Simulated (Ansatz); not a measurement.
The system is SrO.

```
CELL_PARAMETERS angstrom
0.00000 2.56630 2.56630
2.56630 0.00000 2.56630
2.56630 2.56630 0.00000
ATOMIC_POSITIONS crystal
Sr 0.50000 0.50000 0.50000
O 0.00000 0.00000 0.00000
```

| Item | Value |
| --- | --- |
| Program | Ansatz 0.2.0 |
| Task | relaxation of cell and atoms |
| Functional | RPBE |
| Potentials or basis | Ansatz PAW |
| Cutoff | 420 eV (not typed: the program's choice for these potentials) |
| k mesh | 9 × 9 × 9 |
| Occupations | fermi-dirac, width 0.05 eV |
| Spin | no spin polarisation |

At the start: volume 16.90 Å³/atom.

Problem. How do energy, volume and symmetry change on relaxing?

Solution. It ends after 7 steps and the volume is 18.15 Å³/atom (+7.4 %); space group Fm-3m (No. 225, to 0.05 Å).

The path:
```tsv
step	energy change (eV)	largest force (eV/Å)	volume (Å³)
1	0.0000	0.0000	33.80
2	-0.0020	0.0000	38.48
3	-0.0396	0.0000	36.39
4	-0.0403	0.0000	36.16
5	-0.0470	0.0000	36.16
6	-0.0469	0.0000	36.31
7	-0.0472	0.0000	36.31
```

Final structure:
```
CELL_PARAMETERS angstrom
0.00000 2.62821 2.62821
2.62821 0.00000 2.62821
2.62821 2.62821 0.00000
ATOMIC_POSITIONS crystal
Sr 0.50000 0.50000 0.50000
O 0.00000 0.00000 0.00000
```

Caveat: the plane-wave basis is chosen anew once the cell has moved, so the energies of steps on either side of that aren't comparable; the PAW data sets come from PBE, with cores solved anew for the run's functional, which leaves a small shift of forces and pressure.
